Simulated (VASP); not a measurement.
# B (P6/mmm) in VASP: notebook

The runs below take B through single point, with PBE.

Program: VASP 6.6.1. These are calculated values, not measurements. Logs are shortened: lines on timing, memory, paths and dates and some standing lists are left out, and cuts for length are marked.

### 1 The structure

It takes space group P6/mmm (No. 191, hexagonal). Conventional cell: a = 1.702 Å, b = 1.702 Å, c = 3.635 Å, α = 90.00°, β = 90.00°, γ = 120.00°. B (site symmetry 6/mmm) is surrounded by 6 B at 1.70 Å.

This isn't the form of B at room conditions, which is rhombohedral.

### 2 Single point, PBE

INCAR

```
PREC = Accurate
ENCUT = 520
EDIFF = 1E-6
ISMEAR = -1
SIGMA = 0.05
LREAL = False
LASPH = True
NELM = 100
ALGO = Normal
ISIF = 2
LWAVE = False
LCHARG = False
GGA = PE
NBANDS = 8
```

KPOINTS

```
Automatic mesh
0
Gamma
  15 15 6
```

POSCAR

```
B
1.0
    1.7024000000      0.0000000000      0.0000000000
   -0.8512000000      1.4744000000      0.0000000000
    0.0000000000      0.0000000000      3.6354000000
B
1
Direct
    0.0000000000      0.0000000000      0.0000000000
```

Potentials or basis: VASP PAW PBE potentials, release 64 (B).

Launch:

```
> cat potpaw_PBE.64/B/POTCAR > POTCAR
> mpirun -np 1 vasp_std > vasp.out
```

OUTCAR:

```text
PREC = Accurate
   ENCUT = 520
   EDIFF = 1E-6
   ISMEAR = -1
   LREAL = False
   LASPH = True
   NELM = 100
   ISIF = 2
   GGA = PE

 ion  position               nearest neighbor table
   1  0.000  0.000  0.000-

  LATTYP: Found a base centered orthorhombic cell.
 ALAT       =     1.7024000000
 B/A-ratio  =     1.7321428571
 C/A-ratio  =     2.1354558271

  Lattice vectors:

 A1 = (   0.8512000000,  -1.4744000000,   0.0000000000)
 A2 = (   0.8512000000,   1.4744000000,   0.0000000000)
 A3 = (   0.0000000000,   0.0000000000,   3.6354000000)

Analysis of symmetry for initial positions (statically):
=====================================================================
 Subroutine PRICEL returns:
 Original cell was already a primitive cell.

 Routine SETGRP: Setting up the symmetry group for a
 base centered orthorhombic supercell.

 Subroutine GETGRP returns: Found  8 space group operations
 (whereof  8 operations were pure point group operations)
 out of a pool of  8 trial point group operations.

The static configuration has the point symmetry D_2h.

Analysis of symmetry for dynamics (positions and initial velocities):
=====================================================================
 Subroutine PRICEL returns:
 Original cell was already a primitive cell.

 Routine SETGRP: Setting up the symmetry group for a
 base centered orthorhombic supercell.

 Subroutine GETGRP returns: Found  8 space group operations
 (whereof  8 operations were pure point group operations)
 out of a pool of  8 trial point group operations.

The dynamic configuration has the point symmetry D_2h.

 Subroutine INISYM returns: Found  8 space group operations
 (whereof  8 operations are pure point group operations),
 and found     1 'primitive' translations

----------------------------------------------------------------------------------------

                                     Primitive cell

  volume of cell :       9.1249

  direct lattice vectors                    reciprocal lattice vectors
     1.702400000  0.000000000  0.000000000     0.587406015  0.339120998  0.000000000
    -0.851200000  1.474400000  0.000000000     0.000000000  0.678241997  0.000000000
     0.000000000  0.000000000  3.635400000     0.000000000  0.000000000  0.275072894

  length of vectors
     1.702400000  1.702467856  3.635400000     0.678269031  0.678241997  0.275072894

  position of ions in fractional coordinates (direct lattice)
     0.000000000  0.000000000  0.000000000

  ion indices of the primitive-cell ions
   primitive index   ion index
                 1           1

----------------------------------------------------------------------------------------

 KPOINTS: Automatic mesh

Automatic generation of k-mesh.
 Grid dimensions read from file:
 generate k-points for:   15   15    6

 Generating k-lattice:

  Cartesian coordinates                     Fractional coordinates (reciprocal lattice)
     0.039160401  0.022608067  0.000000000     0.066666667  0.000000000  0.000000000
     0.000000000  0.045216133  0.000000000     0.000000000  0.066666667  0.000000000
     0.000000000  0.000000000  0.045845482     0.000000000  0.000000000  0.166666667

  Length of vectors
     0.045217935  0.045216133  0.045845482

  Shift w.r.t. Gamma in fractional coordinates (k-lattice)
     0.000000000  0.000000000  0.000000000

 Subroutine IBZKPT returns following result:
 ===========================================

 Found    256 irreducible k-points:

 Following reciprocal coordinates:
            Coordinates               Weight
  0.000000  0.000000  0.000000      1.000000
  0.066667  0.000000  0.000000      4.000000
  0.133333  0.000000  0.000000      4.000000
  0.200000  0.000000  0.000000      4.000000
  0.266667  0.000000  0.000000      4.000000
  0.333333  0.000000  0.000000      4.000000
[... 16 lines left out ...]
  0.000000  0.133333  0.000000      2.000000
  0.066667  0.133333  0.000000      4.000000
 [... further k-points ...]
   k-points           NKPTS =    256   k-points in BZ     NKDIM =    256   number of bands    NBANDS=      8
   number of dos      NEDOS =    301   number of ions     NIONS =      1
   total plane-waves  NPLWV =   5488
   dimension x,y,z NGX =    14 NGY =   14 NGZ =   28
   dimension x,y,z NGXF=    28 NGYF=   28 NGZF=   56
   ions per type =               1
   NGX,Y,Z   is equivalent  to a cutoff of  13.67, 13.67, 12.80 a.u.
   NGXF,Y,Z  is equivalent  to a cutoff of  27.34, 27.34, 25.61 a.u.
 SYSTEM =  unknown system
   PREC   = accura    normal or accurate (medium, high low for compatibility)
   ISTART =      0    job   : 0-new  1-cont  2-samecut
   ICHARG =      2    charge: 1-file 2-atom 10-const
   ISPIN  =      1    spin polarized calculation?
   LNONCOLLINEAR =      F non collinear calculations
   LSORBIT =      F    spin-orbit coupling
   LASPH  =      T    aspherical Exc in radial PAW
   ENCUT  =  520.0 eV  38.22 Ry    6.18 a.u.   3.17  3.17  6.76*2*pi/ulx,y,z
   NELM   =    100;   NELMIN=  2; NELMDL= -5     # of ELM steps
   EDIFF  = 0.1E-05   stopping-criterion for ELM
   LREAL  =      F    real-space projection
   EDIFFG = 0.1E-04   stopping-criterion for IOM
   NSW    =      0    number of steps for IOM
   IBRION =     -1    ionic relax: 0-MD 1-quasi-New 2-CG
   NFREE  =      0    steps in history (QN), initial steepest desc. (CG)
   ISIF   =      2    stress and relaxation
   ISYM   =      2    0-nonsym 1-usesym 2-fastsym
   POTIM  = 0.5000    time-step for ionic-motion
   TEBEG  =    0.0;   TEEND  =   0.0 temperature during run
   PSTRESS=    0.0 pullay stress
   NELECT =       3.0000    total number of electrons
   NUPDOWN=      -1.0000    fix difference up-down
   EMIN   =  10.00;   EMAX   =-10.00  energy-range for DOS
   EFERMI =   0.00;   METHOD = LEGACY
   ISMEAR =    -1;   SIGMA  =   0.05  broadening in eV -4-tet -1-fermi 0-gaus
   EFERMI_NEDOS =   21; number of points for ismear=-14 and -15
   IALGO  =     38    algorithm
   IMIX   =      4    mixing-type and parameters
     AMIX     =   0.40;   BMIX     =  1.00
     AMIX_MAG =   1.60;   BMIX_MAG =  1.00
  volume/ion in A,a.u.               =       9.12        61.58
  Fermi-wavevector in a.u.,A,eV,Ry     =   1.129897  2.135196 17.370113  1.276667
  Thomas-Fermi vector in A             =   2.266592
   LORBIT       =      0    0 simple, 1 ext, 2 COOP (PROOUT), +10 PAW based schemes
   GGA     = PE    functional components
   LHFCALC =     F    Hartree Fock is set to
   AEXX    =    0.0000 exact exchange contribution
   IVDW    =     0    specifies the selected vdW correction
   LEPSILON=     F    determine dielectric tensor
   LRPA    =     F    only Hartree local field effects (RPA)
 non-spin polarized calculation
  energy-cutoff  :      520.00
  volume of cell :        9.12
 maximum number of plane-waves:       258
 NGX is ok and might be reduce to    14
   NGX =  7   NGY =  7   NGZ = 13

 number of electron       3.0000000 magnetization

 Free energy of the ion-electron system (eV)
  ---------------------------------------------------
  ext. energy  EPLUGINS =         0.00000000
  ---------------------------------------------------
  free energy    TOTEN  =        -6.00002952 eV

  energy without entropy =       -5.99867599  energy(sigma->0) =       -5.99935275

 E-fermi :   5.2402     XC(G=0): -10.1100

 val. band max:        5.1458151485   @ k =  -0.4000   0.1333   0.3333
 cond. band min:       5.3482330531   @ k =   0.2000   0.4000   0.0000
 fundamental gap:      0.2024179047
 Fermi energy:         5.2401892594

 k-point     1 :       0.0000    0.0000    0.0000
  band No.  band energies     occupation
      1     -11.9583      2.00000
      2      -1.4770      2.00000
      3       7.6731      0.00000
      4      30.2206      0.00000
      5      30.2226      0.00000
      6      31.3604      0.00000
      7      37.2774      0.00000
      8      51.4616      0.00000

 k-point     2 :       0.0667    0.0000    0.0000
  band No.  band energies     occupation
      1     -11.7521      2.00000
      2      -1.1844      2.00000
      3       7.9265      0.00000
      4      29.1139      0.00000
      5      29.5727      0.00000
      6      31.5796      0.00000
      7      37.8978      0.00000
      8      47.7387      0.00000

 k-point     3 :       0.1333    0.0000    0.0000
  band No.  band energies     occupation
      1     -11.1361      2.00000
      2      -0.3091      2.00000
      3       8.6786      0.00000
      4      26.2706      0.00000
      5      28.0023      0.00000
      6      32.1814      0.00000
      7      38.9221      0.00000
      8      44.8203      0.00000

 k-point     4 :       0.2000    0.0000    0.0000
  band No.  band energies     occupation
      1     -10.1204      2.00000
      2       1.1403      2.00000
      3       9.8841      0.00000
      4      22.4374      0.00000
      5      26.1385      0.00000
      6      32.8694      0.00000
      7      39.1451      0.00000
      8      44.3685      0.00000

 k-point     5 :       0.2667    0.0000    0.0000
  band No.  band energies     occupation
      1      -8.7308      2.00000
      2       3.1438      2.00000
      3      11.2975      0.00000
      4      18.5622      0.00000
      5      24.3942      0.00000
      6      32.2709      0.00000
      7      39.0653      0.00000
      8      40.2575      0.00000
[... 177 lines left out ...]
 k-point    22 :      -0.1333    0.0667    0.0000
  band No.  band energies     occupation
      1     -11.3408      2.00000
      2      -0.6004      2.00000
      3       8.4301      0.00000
      4      27.5808      0.00000
      5      27.9692      0.00000
      6      31.9925      0.00000
      7      38.8716      0.00000
      8      45.2494      0.00000

 k-point    23 :       0.0000    0.1333    0.0000
  band No.  band energies     occupation
      1     -11.1362      2.00000
      2      -0.3092      2.00000
      3       8.6785      0.00000
      4      26.2682      0.00000
      5      28.0043      0.00000
      6      32.1813      0.00000
      7      38.9220      0.00000
      8      44.8216      0.00000

 k-point    24 :       0.0667    0.1333    0.0000
  band No.  band energies     occupation
      1     -10.5237      2.00000
      2       0.5621      2.00000
      3       9.4184      0.00000
      4      24.3719      0.00000
      5      25.9810      0.00000
      6      32.6735      0.00000
      7      39.9920      0.00000
      8      44.0481      0.00000

 [... further k-points ...]

------------------------ aborting loop because EDIFF is reached ----------------------------------------

  FORCE on cell =-STRESS in cart. coord.  units (eV):
  Direction    XX          YY          ZZ          XY          YZ          ZX
  --------------------------------------------------------------------------------------
  -------------------------------------------------------------------------------------
  Total        0.2346953      0.2330801      0.0186999      0.0000000      0.0000000      0.0000000
  in kB       41.2084065     40.9248039      3.2833767      0.0000000      0.0000000      0.0000000
  external PRESSURE =      28.4721957 kB  Pullay stress =       0.0000000 kB

 VOLUME and BASIS-vectors are now :
 -----------------------------------------------------------------------------
  energy-cutoff  :      520.00
  volume of cell :        9.12
      direct lattice vectors                 reciprocal lattice vectors
     1.702400000  0.000000000  0.000000000     0.587406015  0.339120998  0.000000000
    -0.851200000  1.474400000  0.000000000     0.000000000  0.678241997  0.000000000
     0.000000000  0.000000000  3.635400000     0.000000000  0.000000000  0.275072894

 POSITION                                       TOTAL-FORCE (eV/Angst)
 -----------------------------------------------------------------------------------
      0.00000      0.00000      0.00000        -0.000000      0.000000      0.000000
 -----------------------------------------------------------------------------------
    total drift:                               -0.000000     -0.000000     -0.000000

  FREE ENERGIE OF THE ION-ELECTRON SYSTEM (eV)
  ---------------------------------------------------
  free  energy   TOTEN  =        -6.0000295189 eV

  energy  without entropy=       -5.9986759900  energy(sigma->0) =       -5.99935275
```

Run time: 10 s. Hardware: 1 thread of Intel Xeon Platinum 8488C (Sapphire Rapids), shared host; peak memory 0.11 GiB.

Results:

* Free energy: -6.0000 eV
* Pressure: 2.8 GPa
* Band gap on the k mesh: none (metal or under the smearing width)

Levels at points of the mesh, in eV from the Fermi level:
```tsv
k point	band 1	band 2	band 3	band 4	band 5	band 6
(0.00, 0.00, 0.00)	-17.20	-6.72	2.43	24.98	24.98	26.12
(0.00, 0.00, 0.50)	-16.88	-8.61	9.10	13.81	24.99	24.99
```

### 3 Single point, PBE

INCAR

```
SYSTEM = B
ALGO = Fast
EDIFF = 1E-6
ENCUT = 520
GGA = PE
ISIF = 2
ISMEAR = -1
LASPH = .TRUE.
LCHARG = .FALSE.
LREAL = .FALSE.
LWAVE = .FALSE.
NBANDS = 8
NELM = 80
PREC = Accurate
SIGMA = 0.05
```

KPOINTS

```
k-points
0
G
  7 7 3
  0 0 0
```

POSCAR is that of step 2.

Potentials or basis: VASP PAW PBE potentials, release 64 (B).

Launch:

```
> cat potpaw_PBE.64/B/POTCAR > POTCAR
> mpirun -np 1 vasp_std > vasp.out
```

It took 3.7 s on 1 thread of Intel Xeon Platinum 8488C (Sapphire Rapids), shared host; peak memory 0.11 GiB.

The run converged. Its results:

| Property | Result |
| --- | --- |
| Free energy | -5.8677 eV |
| Pressure | 8.4 GPa |
| Band gap on the k mesh | none (metal or under the smearing width) |

Stress tensor (GPa, compression positive):
```
9.29 0.00 0.00
0.00 9.26 0.00
0.00 0.00 6.78
```

Levels at points of the mesh, in eV from the Fermi level:
| k point | band 1 | band 2 | band 3 | band 4 | band 5 | band 6 | band 7 |
| --- | --- | --- | --- | --- | --- | --- | --- |
| (0.00, 0.00, 0.00) | -17.67 | -7.36 | 1.54 | 24.63 | 24.63 | 25.33 | 31.32 |

Caveat: the k mesh is coarse (spacing up to 0.61 Å⁻¹), so the values aren't converged.

### 4 Single point, PBE

INCAR

```
ALGO = Fast
EDIFF = 1E-6
ENCUT = 520
GGA = PE
ISIF = 2
ISMEAR = -1
LASPH = T
LCHARG = F
LREAL = F
LWAVE = F
NBANDS = 8
NELM = 60
PREC = Accurate
SIGMA = 0.05
```

KPOINTS

```
k-points
0
Gamma
  5 5 2
```

POSCAR is that of step 3.

Launch:

```
> cat potpaw_PBE.64/B/POTCAR > POTCAR
> mpirun -np 1 vasp_std > vasp.out
```

Run time: 3.3 s. Hardware: 1 thread of Intel Xeon Platinum 8488C (Sapphire Rapids), shared host; peak memory 0.1 GiB.

Results (log left out):

| Quantity | Value |
| --- | --- |
| Free energy | -5.7264 eV |
| Pressure | 12.9 GPa |
| Band gap on the k mesh | none (metal or under the smearing width) |

Stress tensor (GPa, compression positive):
```
24.12  0.00  0.00
 0.00 24.18  0.00
 0.00  0.00 -9.71
```

Levels at points of the mesh, in eV from the Fermi level:
| k point | band 1 | band 2 | band 3 | band 4 | band 5 | band 6 | band 7 |
| --- | --- | --- | --- | --- | --- | --- | --- |
| (0.00, 0.00, 0.00) | -17.38 | -6.96 | 2.07 | 24.84 | 24.84 | 25.83 | 31.74 |
| (0.00, 0.00, 0.50) | -17.05 | -8.89 | 8.75 | 13.53 | 24.85 | 24.85 | 46.18 |

Caveat: the k mesh is coarse (spacing up to 0.86 Å⁻¹), so the values aren't converged.

### 5 The runs side by side

```csv
k mesh,mesh quality,gap on the mesh (eV),pressure (GPa)
15 × 15 × 6,not flagged,none,2.8
7 × 7 × 3,coarse,none,8.4
5 × 5 × 2,coarse,none,12.9
```

Alike in all rows: task single point; level PBE; potentials or basis VASP PAW PBE potentials, release 64 (B); no spin polarisation; cell as given; cutoff (eV) 520; smearing fermi-dirac 0.05 eV.

Caveats: some runs use coarse meshes.

Total energies depend on the potentials used, so only differences within one code and one set of settings carry meaning.
